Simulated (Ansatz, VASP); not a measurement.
# SiC (Moissanite 3C) in two plane-wave programs

Aim: how closely do two programs agree when they are given the same cell, functional and k mesh?

Method: plane waves, with VASP 6.6.1 beside it; relaxation of cell and atoms at r2SCAN, in Ansatz 0.2.0.

## 1. Set-up

Symmetry: F-43m, No. 216, cubic system. Conventional cell: a = 4.358 Å, b = 4.358 Å, c = 4.358 Å, α = 90.00°, β = 90.00°, γ = 90.00°. Nearest to Si lie 4 C at 1.89 Å. Nearest to C lie 4 Si at 1.89 Å. Farther neighbours are not listed.

## 2. VASP: relaxation of cell and atoms, r2SCAN

The relaxed volume is the usual yardstick between codes: its relative difference is about their pressure difference at one cell divided by the bulk modulus.

Lines of VASP's logs that name or quote its potential files are left out, and so is its time.

File INCAR:

```
SYSTEM = SiC
PREC = Accurate
ENCUT = 520
EDIFF = 1E-06
NELM = 100
ISMEAR = 0
SIGMA = 0.05
LREAL = .FALSE.
ALGO = Normal
METAGGA = R2SCAN
LASPH = .TRUE.
NBANDS = 10
LORBIT = 11
LWAVE = .FALSE.
LCHARG = .FALSE.
KPAR = 2
IBRION = 2
NSW = 60
ISIF = 3
EDIFFG = -0.01
```

File POSCAR:

```
SiC
1.0
    0.0000000000      2.1790000000      2.1790000000
    2.1790000000      0.0000000000      2.1790000000
    2.1790000000      2.1790000000      0.0000000000
Si C
1 1
Direct
    0.0000000000      0.0000000000      0.0000000000
    0.2500000000      0.2500000000      0.2500000000
```

File KPOINTS:

```
Automatic mesh
0
Gamma
9 9 9
0 0 0
```

PAW data sets: Si and C (PBE family, release 64).

The run is started by

```bash
mpirun -np 2 vasp_std
```

Numbers of over 12 decimals in the logs are rounded to 6 here.

The program printed:

```text
[banner, memory and clock lines left out]
running    2 mpi-ranks, on    1 nodes
 distrk:  each k-point on    1 cores,    2 groups
 distr:  one band on    1 cores,    1 groups

 POSCAR found type information on POSCAR SiC
 POSCAR found :  2 types and       2 ions
|                                                                             |
|               ----> ADVICE to this user running VASP <----                  |
|                                                                             |
|     You enforced a specific xc type in the INCAR file but a different       |
|     [... a line on the potential file left out ...]
|     I HOPE YOU KNOW WHAT YOU ARE DOING!                                     |
|                                                                             |

 LDA part: xc-table for (None), standard interpolation
 POSCAR, INCAR and KPOINTS ok, starting setup
 FFT: planning ... GRIDC
 FFT: planning ... GRID_SOFT
 FFT: planning ... GRID
 WAVECAR not read
 entering main loop
       N       E                     dE             d eps       ncg     rms          rms(c)
DAV:   1     0.321050040312E+00    0.32105E+00   -0.41071E+03   716   0.692E+02
DAV:   2    -0.216621454441E+02   -0.21983E+02   -0.19962E+02   938   0.118E+02
DAV:   3    -0.223220684695E+02   -0.65992E+00   -0.65840E+00   824   0.180E+01
DAV:   4    -0.223247480675E+02   -0.26796E-02   -0.26793E-02   788   0.141E+00
DAV:   5    -0.223247609093E+02   -0.12842E-04   -0.12842E-04   818   0.931E-02    0.919E+00
DAV:   6    -0.192875441233E+02    0.30372E+01   -0.52104E+00   774   0.116E+01    0.508E+00
DAV:   7    -0.193160693052E+02   -0.28525E-01   -0.50641E-01   876   0.445E+00    0.247E+00
DAV:   8    -0.193262828156E+02   -0.10214E-01   -0.20280E-02   714   0.120E+00    0.179E-01
DAV:   9    -0.193266125177E+02   -0.32970E-03   -0.33398E-04   968   0.184E-01    0.134E-01
DAV:  10    -0.193266964889E+02   -0.83971E-04   -0.71692E-05   722   0.849E-02    0.122E-02
DAV:  11    -0.193266956519E+02    0.83701E-06   -0.79381E-07   796   0.707E-03
   1 F= -.19326696E+02 E0= -.19326696E+02  d E =-.193267E+02
 curvature:   0.00 expect dE= 0.000E+00 dE for cont linesearch  0.000E+00
 trial: gam= 0.00000 g(F)=  0.580E-45 g(S)=  0.235E-03 ort = 0.000E+00 (trialstep = 0.100E+01)
 search vector abs. value=  0.235E-03
 bond charge predicted
       N       E                     dE             d eps       ncg     rms          rms(c)
DAV:   1    -0.193267084171E+02   -0.11928E-04   -0.40942E-03   706   0.459E-01    0.755E-02
DAV:   2    -0.193266894737E+02    0.18943E-04   -0.21858E-04   754   0.875E-02    0.409E-02
DAV:   3    -0.193266837971E+02    0.56766E-05   -0.28034E-05   734   0.345E-02    0.108E-02
DAV:   4    -0.193266830858E+02    0.71127E-06   -0.29389E-06   758   0.107E-02
   2 F= -.19326683E+02 E0= -.19326683E+02  d E =0.125661E-04
 trial-energy change:    0.000013  1 .order    0.000012   -0.000235    0.000259
 step:   0.4765(harm=  0.4765)  dis= 0.00000  next Energy=   -19.326752 (dE=-0.561E-04)
 bond charge predicted
       N       E                     dE             d eps       ncg     rms          rms(c)
DAV:   1    -0.193267595051E+02   -0.75708E-04   -0.11278E-03   706   0.240E-01    0.420E-02
DAV:   2    -0.193267545508E+02    0.49543E-05   -0.60159E-05   754   0.458E-02    0.232E-02
DAV:   3    -0.193267530112E+02    0.15395E-05   -0.76523E-06   724   0.179E-02    0.603E-03
DAV:   4    -0.193267524885E+02    0.52273E-06   -0.73457E-07   368   0.547E-03
   3 F= -.19326752E+02 E0= -.19326752E+02  d E =-.568366E-04
 curvature:  -0.24 expect dE=-0.237E-08 dE for cont linesearch -0.237E-08
 trial: gam= 0.00000 g(F)=  0.984E-47 g(S)=  0.996E-08 ort =-0.153E-05 (trialstep = 0.895E+00)
 search vector abs. value=  0.101E-07
 reached required accuracy - stopping structural energy minimisation
```

Parts of OUTCAR (step 2):

```text
ion  position               nearest neighbor table
   1  0.000  0.000  0.000-   2 1.89   2 1.89   2 1.89   2 1.89
   2  0.250  0.250  0.250-   1 1.89   1 1.89   1 1.89   1 1.89

  LATTYP: Found a face centered cubic cell.
 ALAT       =     4.3580000000

 Subroutine GETGRP returns: Found 24 space group operations
 (whereof 24 operations were pure point group operations)

The static configuration has the point symmetry T_d .

 Found     35 irreducible k-points:

   k-points           NKPTS =     35   k-points in BZ     NKDIM =     35   number of bands    NBANDS=     10

   dimension x,y,z NGX =    24 NGY =   24 NGZ =   24
   dimension x,y,z NGXF=    48 NGYF=   48 NGZF=   48

   ENCUT  =  520.0 eV  38.22 Ry    6.18 a.u.   5.73  5.73  5.73*2*pi/ulx,y,z

   NELECT =       8.0000    total number of electrons

 k-points in reciprocal lattice and weights: Automatic mesh
   0.00000000  0.00000000  0.00000000       0.001
   0.11111111  0.00000000  0.00000000       0.011
   0.22222222  0.00000000  0.00000000       0.011
   0.33333333  0.00000000  0.00000000       0.011
   0.44444444  0.00000000  0.00000000       0.011
   0.11111111  0.11111111  0.00000000       0.008
   0.22222222  0.11111111  0.00000000       0.033
   0.33333333  0.11111111  0.00000000       0.033
   0.44444444  0.11111111  0.00000000       0.033
[...]
-0.33333333  0.44444444  0.11111111       0.033
  -0.33333333  0.44444444  0.22222222       0.033

 average (electrostatic) potential at core
       1 -83.3013       2 -46.6606

 E-fermi :   8.2706

 k-point     1 :       0.0000    0.0000    0.0000
  band No.  band energies     occupation
      1      -8.1909      2.00000
      2       8.0044      2.00000
      3       8.0044      2.00000
      4       8.0044      2.00000
      5      14.8632      0.00000
      6      15.8678      0.00000
      7      15.8678      0.00000
      8      15.8678      0.00000
      9      23.2248      0.00000
    ...

 k-point     2 :       0.1111    0.0000    0.0000
  band No.  band energies     occupation
      1      -7.9409      2.00000
      2       6.7423      2.00000
      3       7.8344      2.00000
      4       7.8344      2.00000
      5      15.1054      0.00000
      6      16.1776      0.00000
      7      16.1776      0.00000
      8      16.3356      0.00000
      9      22.1586      0.00000
    ...

 k-point     3 :       0.2222    0.0000    0.0000
  band No.  band energies     occupation
      1      -7.2065      2.00000
      2       4.2063      2.00000
      3       7.4642      2.00000
      4       7.4642      2.00000
      5      14.7022      0.00000
      6      16.5252      0.00000
      7      16.5252      0.00000
      8      17.8608      0.00000
      9      21.6819      0.00000
    ...

  Total        0.0003709      0.0003709      0.0003709     -0.0000000     -0.0000000      0.0000000
  in kB        0.0287757      0.0287757      0.0287757     -0.0000000     -0.0000000      0.0000000
  external PRESSURE =       0.0287757 kB  Pullay stress =       0.0000000 kB

  energy-cutoff  :      520.00
  volume of cell :       20.65
      direct lattice vectors                 reciprocal lattice vectors
    -0.000000000  2.177571667  2.177571667    -0.229613568  0.229613568  0.229613568
     2.177571667  0.000000000  2.177571667     0.229613568 -0.229613568  0.229613568
     2.177571667  2.177571667  0.000000000     0.229613568  0.229613568 -0.229613568

 POSITION                                       TOTAL-FORCE (eV/Angst)
 -----------------------------------------------------------------------------------
      0.00000      0.00000      0.00000         0.000000     -0.000000      0.000000
      1.08879      1.08879      1.08879        -0.000000      0.000000     -0.000000
 -----------------------------------------------------------------------------------
    total drift:                               -0.000001     -0.000001     -0.000001

  FREE ENERGIE OF THE ION-ELECTRON SYSTEM (eV)
  ---------------------------------------------------
  free  energy   TOTEN  =       -19.3267524885 eV

  energy  without entropy=      -19.3267524885  energy(sigma->0) =      -19.32675249

 reached required accuracy - stopping structural energy minimisation

 total charge
# of ion       s       p       d       tot
------------------------------------------
    1        0.702   0.982   0.000   1.684
    2        0.850   1.716   0.000   2.566
--------------------------------------------------
tot          1.553   2.697   0.000   4.250

[... 3 further parts left out ...]
```

## 3. Ansatz: relaxation of cell and atoms, r2SCAN

Ansatz runs on its default PAW (the set named soft_2) files.

The same cell, functional, mesh and smearing now go to Ansatz, which takes its cutoff from its data sets.

File input.yaml:

```yaml
crystal:
  lattice:
    - [0.0, 2.179, 2.179]
    - [2.179, 0.0, 2.179]
    - [2.179, 2.179, 0.0]
  atoms:
    - { symbol: Si, position: [0.0, 0.0, 0.0] }
    - { symbol: C, position: [0.25, 0.25, 0.25] }
hamiltonian:
  xc: r2scan
  pseudopotentials: { kind: paw }
kpoints:
  mp_grid: { grid: [9, 9, 9] }
scf:
  occupations: { method: gaussian, width: 0.05 }
relax:
  f_tol: 0.01
  max_steps: 60
  cell: { stress_tol: 0.05 }
output:
  forces: true
  stress: true
```

The run is started by

```bash
ansatz run input.yaml --threads 4 --pin off --max-ram 9216MiB --backend cpu --events-out ev --progress --plain --runs-dir out
```

The program printed:

```text
Engine: ansatz 0.2.0, aarch64-unknown-linux-gnu
Pseudopotentials: kind: paw
Pseudopotential: Si, paw, valence charge 4, recommended cutoff 500 eV (meta_gga), Si.paw.azcp
Pseudopotential: C, paw, valence charge 4, recommended cutoff 500 eV (meta_gga), C.paw.azcp
Functional definition: r2SCAN
  parameter k0 = 0.174
  parameter k1 = 0.065
  parameter a1 = 4.9479
  exchange = r2scan_x(k0 = k0, k1 = k1, a1 = a1)
  correlation = r2scan_c
Crystal: 2 atoms, lattice volume = 20.692 Å³
Basis set: ecut = 500 eV, 531 PW (Γ), exchange–correlation on 96×96×96 points (64 copies of the dense FFT grid, shifted against one another)
Bands: 8, of which v1, the nominal top of the filled ones, is band 4 counted from 1 (3 counted from 0)
Symmetry: 24 space group operations
Space group: F-43m (ITA 216), of the structure as read, at distance tolerance 2.7e-5 Å
k-points: 35 of 729 (time reversal used)
Non-local potential: Si, projectors of the file, l = 0: 2, l = 1: 2, l = 2: 2
Non-local potential: C, projectors of the file, l = 0: 2, l = 1: 2, l = 2: 1
PAW form: soft (Blöchl's): semilocal exchange-correlation on the pseudo side does not see the compensation charge
PAW frozen core: Si, regenerated for the run's functional (the file was generated under x = pbe(κ = 0.804, μ = 0.219515), c = pbe(β = 0.066725))
PAW frozen core: C, regenerated for the run's functional (the file was generated under x = pbe(κ = 0.804, μ = 0.219515), c = pbe(β = 0.066725))
PAW one-centre angular grid: Si, 302 points (default); XC on 160 Gauss nodes
PAW one-centre angular grid: C, 302 points (default); XC on 239 of its mesh's 2573 points in the sphere
Initial density: superposition of atomic densities (neutral atoms: chi_scale 0, normalization atom), corrected by the library's trained network
Initial wavefunctions: pseudopotential atomic-orbital guess
Functional: x = r2scan, c = r2scan; τ floored in thin density (d = 2e-4 eV/Å³)
SCF iter   1: F=—  HF=-891.289429 eV  |F-HF|=—  |Δ(HF+E_count)|=         —  Δρ=5.86e-3  dr2=4.79e-3  dr2_τ=1.94e-1  ethr=1.77e-3  ⟨swp⟩=6.0  Hψ=2344  notcnv=0
preconditioner: auto → none  [insulator: Δε(μ)=1.814 eV  Ē_g=14.999 eV  σ=0.050 eV  W_gap=1.00  n_scr=0 (ndim 8)  ℏωp=23.1 eV  f_vac=0.000  D(μ)=0.00/eV (n_scr^D=0)  ε∞_Penn≈3.4]
SCF iter   2: F=—  HF=-891.333679 eV  |F-HF|=—  |Δ(HF+E_count)|=   4.42e-2  Δρ=3.99e-3  dr2=1.78e-3  dr2_τ=3.48e-5  ethr=5.98e-5  ⟨swp⟩=2.0  Hψ=840  notcnv=0
SCF iter   3: F=—  HF=-891.333639 eV  |F-HF|=—  |Δ(HF+E_count)|=   4.01e-5  Δρ=1.06e-3  dr2=1.90e-4  dr2_τ=5.41e-6  ethr=2.22e-5  ⟨swp⟩=2.6  Hψ=502  notcnv=0
SCF iter   4: F=—  HF=-891.333666 eV  |F-HF|=—  |Δ(HF+E_count)|=   2.72e-5  Δρ=1.05e-4  dr2=1.76e-6  dr2_τ=4.36e-7  ethr=2.37e-6  ⟨swp⟩=2.3  Hψ=403  notcnv=0
SCF iter   5: F=—  HF=-891.333666 eV  |F-HF|=—  |Δ(HF+E_count)|=   2.17e-7  Δρ=5.65e-5  dr2=5.69e-7  dr2_τ=2.43e-8  ethr=2.20e-8  ⟨swp⟩=2.0  Hψ=411  notcnv=0
SCF iter   6: F=—  HF=-891.333666 eV  |F-HF|=—  |Δ(HF+E_count)|=   4.95e-8  Δρ=2.54e-5  dr2=1.12e-7  dr2_τ=7.85e-10  ethr=7.12e-9  ⟨swp⟩=2.0  Hψ=393  notcnv=0
SCF iter   7: F=-891.333666 eV  HF=-891.333666 eV  |F-HF|=9.80e-10  |Δ(HF+E_count)|=   3.59e-9  Δρ=5.22e-6  dr2=4.83e-9  dr2_τ=3.58e-11  ethr=1.25e-9  ⟨swp⟩=4.0  Hψ=840  notcnv=0
SCF 1 converged in 7 iterations: F = -891.333666 eV  dr2 = 4.83e-9
  greatest PAW one-centre occupation: 0.658 electrons in one spin orbital (limit 2), on the C atom at site 1 (counted from 0), in its partial waves of l = 0
relax step   1: F+E_penalty+E_count = -891.33366592 eV  Δ(F+E_penalty+E_count) = +0.000e0 eV  max|allowed force component| = 3.331e-16 eV/Å  Δτ_max = 0.0000 Å  P = -0.259 GPa  Ω = 20.692 Å³  (7 SCF iters, dr2 threshold 1.00e-7 eV, accepted)
[...]
relax step   2: F+E_penalty+E_count = -891.33368268 eV  Δ(F+E_penalty+E_count) = -1.675e-5 eV  max|allowed force component| = 8.327e-17 eV/Å  Δτ_max = 0.0000 Å  P = -0.117 GPa  Ω = 20.679 Å³  energy of the carried Pulay correction = +1.650e-6 eV  (2 SCF iters, dr2 threshold 1.68e-7 eV, accepted)
[...]
relax step   3: F+E_penalty+E_count = -891.33368810 eV  Δ(F+E_penalty+E_count) = -5.422e-6 eV  max|allowed force component| = 1.665e-16 eV/Å  Δτ_max = 0.0000 Å  P = -0.003 GPa  Ω = 20.669 Å³  energy of the carried Pulay correction = +3.014e-6 eV  (3 SCF iters, dr2 threshold 3.44e-8 eV, accepted)
[...]
relax step   4: F+E_penalty+E_count = -891.33368704 eV  Δ(F+E_penalty+E_count) = +1.061e-6 eV  max|allowed force component| = 1.203e-16 eV/Å  Δτ_max = 0.0000 Å  P = -0.003 GPa  Ω = 20.669 Å³  stress off target by 3.44e-3 GPa  SCF on the basis re-selected at this cell (its energy is not comparable with the rows above)  (4 SCF iters)
basis re-selected at this cell: Δ(F+E_penalty+E_count) = +1.061e-6 eV, ΔP = -0.000 GPa vs the last step (what re-selecting the basis moved, of the pressure what is left beyond the Pulay correction that the steps carried, after the strain that the cell walked since its last selection, with what the two solves' SCF thresholds leave and, on support functions, any second-order correction that the steps lacked; it is no m [...]
SCF converged after 4 iterations
Free energy (F): -891.333687 eV
Harris-Foulkes:  -891.333687 eV  (|F-HF|=7.28e-12)
Internal energy: -891.333687 eV  (E = F + TS)
E sigma→0 (E₀):  -891.333687 eV
Fermi energy:    10.308093 eV
--- Per-component energies (eV) ---
  E_band       = 25.559542
  E_kinetic    = 136.037902
  E_local      = -103.559595  (includes V_loc(G=0)·N_el)
  E_nonlocal   = 50.370142
  E_hartree    = 32.461283
  E_xc         = -101.357746
  E_vxc        = -118.636838  (∫ρ·V_xc dr)
  E_paw        = -620.293487  (= ΣΔE_a)
  E_vpaw       = -9.143336  (= ΣTr[D̂ρ^β])
  E_aug_tail   = 0.000008  (compensation charges beyond the density's cutoff)
  E_vtau       = 5.568695  (kinetic-family band-sum trace: ∫τ·v_τ [+ j·A + Jᵃ·Aᵃ] dr)
  E_ewald      = -284.890987
  E_core_change = -0.101207  (= ΣΔE_core)
  E_smearing   = -0.000000  (= −TS)
  E_closure    = 0.000000  (closes the sum)
  Σ components = -891.333687   (vs F -891.333687, Δ=0.00e0)
--- Forces (eV/Å), atoms counted from 1 ---
  atom   1  Si     0.00000000    -0.00000000    -0.00000000
  atom   2  C     -0.00000000     0.00000000     0.00000000
  max |Σ_I F_I| component: 5.55e-17 eV/Å
--- Stress (GPa, compression-positive) ---
       -0.003437      -0.000000       0.000000
        0.000000      -0.003437       0.000000
        0.000000       0.000000      -0.003437
  P = ⅓ Tr σ = -0.0034 GPa (-0.034 kbar)
--- Relaxed structure (3 steps of the walk, 3 accepted, 1 SCFs on fresh bases) ---
  F+E_penalty+E_count = -891.33368704 eV   max|allowed force component| = 1.203e-16 eV/Å   (the final SCF, on the basis selected at the relaxed cell)
  cell:  # Å, volume = 20.6686 Å³
    - [0, 2.178180, 2.178180]
    - [2.178180, 0, 2.178180]
    - [2.178180, 2.178180, 0]
  atoms:
    - { symbol: Si, position: [0, 0, 0] }
    - { symbol: C, position: [0.25, 0.25, 0.25] }
```

Elapsed: 1.9 s, on 4 threads of Arm Neoverse V1, shared host; peak memory 0.34 GiB.

## 4. Side by side

Known differences besides the potentials themselves: VASP keeps PBE cores, Ansatz makes them for the functional; both relaxations stop at a tolerance, which leaves soft axes loose, and VASP keeps its plane-wave basis; the cutoff is 500 eV in Ansatz and 520 eV in VASP; Ansatz adds a Pulay correction to the stress that steers its cell, VASP none. Total energies have different zeros and are not compared.

The two programs side by side:

```csv
quantity,Ansatz,VASP,difference
volume (Å³),20.67,20.65,+0.08 %
"edge a after relaxation, in the typed setting (Å)",3.080,3.080,+0.03 %
```

The walks stopped with 0.00 GPa left in Ansatz and 0.00 GPa in VASP; each walk ends within a tolerance, so the volume difference is uncertain by about these residues over the bulk modulus, most in soft cells.

## 5. What came out

- difference in volume (relaxation of cell and atoms, r2SCAN): 0.084 %

What this shows: The difference in volume is 0.084 % (relaxation of cell and atoms, r2SCAN), within the 1.2 % picked in this series as the mark of a large difference, as far as the stopping tolerances let one tell. How closely two codes agree says nothing of how well the functional describes the real material.

[Lines on the potential files, build, host, timing and source positions are cut from VASP's logs without a mark.]

[Logs are printed without paths, hosts, clocks, repeated set-up lines and the standing remarks that a program may print on its own settings, such as how far it seeks lower states.]

[Hosts, paths, dates, database ids (printed as entryN), source tags and the programs' standing remarks are cut or masked in the printed files.]
